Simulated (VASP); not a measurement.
P: single point with LDA

Crystal: P.

```
CELL_PARAMETERS angstrom
2.50014 0.00000 0.00000
0.00000 2.50014 0.00000
0.00000 0.00000 2.50014
ATOMIC_POSITIONS crystal
P 0.00000 0.00000 0.00000
```

This isn't the form of P at room conditions, which is orthorhombic.

| Quantity | Value |
| --- | --- |
| Program | VASP 6.6.1 |
| Task | single point |
| Functional | LDA |
| Potentials or basis | VASP PAW LDA potentials, release 64 (P) |
| Cutoff | 520 eV |
| k mesh | 15 × 15 × 15 |
| Occupations | fermi-dirac, width 0.1 eV |
| Spin | no spin polarisation |
| Dipole correction | no |
| Further INCAR settings | ALGO = Normal; EDIFF = 1e-07; NBANDS = 8 |

```yaml
Pressure: -10.3 GPa
Band_gap_on_the_k_mesh: none (metal or under the smearing width)
```

Levels at points of the mesh, in eV from the Fermi level:
| k point | band 1 | band 2 | band 3 | band 4 | band 5 | band 6 | band 7 |
| --- | --- | --- | --- | --- | --- | --- | --- |
| (0.00, 0.00, 0.00) | -15.76 | 4.59 | 4.59 | 4.59 | 6.95 | 6.95 | 13.21 |

It took 4.4 s on 1 thread of Intel(R) Xeon(R) 6975P-C (Granite Rapids), with other jobs on the host, peak memory 0.11 GiB.
